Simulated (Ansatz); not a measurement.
Pb, 1 atom in the cell. The structure is cubic, space group Im-3m (No. 229). The conventional cell has a = 3.959 Å, b = 3.959 Å, c = 3.959 Å, α = 90.00°, β = 90.00°, γ = 90.00°. Pb (site symmetry m-3m) is surrounded by 8 Pb at 3.43 Å. This isn't the form of Pb at room conditions, which is fcc.

* Program: Ansatz 0.2.0
* Task: band structure
* Functional: HSEsol
* Potentials or basis: Ansatz PAW
* Cutoff: 420 eV (not typed: the program's choice for these potentials)
* k mesh: 5 × 5 × 5
* Occupations: fermi-dirac, width 0.05 eV
* Spin: no spin polarisation
* Path: [["G", "H", "N", "G", "P", "H"], ["P", "N"]]
* Points for each segment of the path: 4

Hardware: 1 × NVIDIA H100 80GB HBM3 with 2 threads of AMD EPYC 7R13 Processor (Zen 3), on a shared host.

**Question.** Estimate the wall time of this run.

**Answer.** It took 21 s on 1 × NVIDIA H100 80GB HBM3 with 2 threads of AMD EPYC 7R13 Processor (Zen 3), with other jobs on the host, peak memory 1.5 GiB. Counts: scf iterations 14, plane waves 603, k points 10, bands 13.
